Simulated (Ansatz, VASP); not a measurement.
**S in VASP and in Ansatz**

INCAR

```
ALGO = Normal
EDIFF = 1E-6
ENCUT = 520
GGA = PE
ISIF = 2
ISMEAR = -1
LASPH = True
LCHARG = False
LREAL = False
LWAVE = False
NBANDS = 9
NELM = 100
PREC = Accurate
SIGMA = 0.1
```

Contents of KPOINTS:

```
k-points
0
Gamma
  14 14 14
```

POSCAR

```
S
1.0
    1.9023662446      0.0000000000      0.0000000000
    0.0000000000      1.9023662446      0.0000000000
    0.0000000000      0.0000000000      1.9023662446
S
1
Direct
    0.0000000000      0.0000000000      0.0000000000
```

Input for Ansatz:

```yaml
crystal:
  lattice:
    - [1.9023662446, 0.0, 0.0]
    - [0.0, 1.9023662446, 0.0]
    - [0.0, 0.0, 1.9023662446]
  atoms:
    - { symbol: S, position: [0.0, 0.0, 0.0] }
kpoints:
  mp_grid: { grid: [14, 14, 14] }
  band_path:
    path:
      - [0.0, 0.0, 0.0]
      - [0.0, 0.5, 0.0]
      - [0.5, 0.5, 0.0]
      - [0.0, 0.0, 0.0]
      - [0.5, 0.5, 0.5]
      - [0.0, 0.5, 0.0]
      - [0.5, 0.5, 0.5]
      - [0.5, 0.5, 0.0]
    npoints: 8
scf:
  occupations: { method: fermi_dirac, width: 0.1 }
hamiltonian:
  xc: pbe
  pseudopotentials: { kind: all_electron, lapw: { basis_error: 0.001 } }
output:
  forces: true
  stress: true
  eigenvalues: true
  populations: true
  dos: { projected: true, de: 0.2, e_range: [-14, 8] }
```

Change from the starting cell: volume scaled by 0.4, LAPW.

Alike in both runs: task single point; functional PBE; k mesh 14 × 14 × 14; occupations fermi-dirac, width 0.1 eV; no spin polarisation.

|  | VASP | Ansatz |
| --- | --- | --- |
| version | VASP 6.6.1 | Ansatz 0.2.0 |
| potentials or method | VASP PAW PBE potentials, release 64 (S) | all-electron LAPW, scalar-relativistic |
| plane-wave cutoff (eV) | 520 | see its input |

```csv
,VASP,Ansatz,Ansatz less VASP
pressure (GPa),329.8,338.3,+8.58
```

Ansatz ran all-electron here, so the differences hold the error of VASP's frozen core and of both bases.

Caveats: the cell as given lies far from equilibrium; so large a pressure means that the cell lies far from this level's equilibrium, or that cutoff or potentials fall short (VASP).
